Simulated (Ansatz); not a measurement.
Zinc-blende InN (metastable phase) was calculated with HSE06-D3(BJ) (Ansatz, a first-principles code, PAW).

Settings: plane-wave cutoff 460 eV, 10×10×10 k mesh, Fermi–Dirac smearing 0.01 eV, scalar-relativistic PAW data made under PBE.

On both sides of the equilibrium volume: at 14.656 Å³/atom the pressure is 4.86 GPa and the direct gap at Γ 0.699 eV; at 15.407 Å³/atom they are -2.96 GPa and 0.517 eV. The fitted bulk modulus is 153 GPa.

Work out the volume deformation potential of this gap and its pressure coefficient, in two ways.

a_V = dE_g/d ln V = (0.517 − 0.699)/ln(15.407/14.656) = -3.64 eV. Since dP = −B d ln V, dE_g/dP = −a_V/B = 24 meV/GPa. Straight from the pressures: (0.699 − 0.517)/(4.86 − (-2.96)) = 23 meV/GPa. At this level and over this range the gap at Γ widens under pressure.

Spin–orbit coupling is not included.
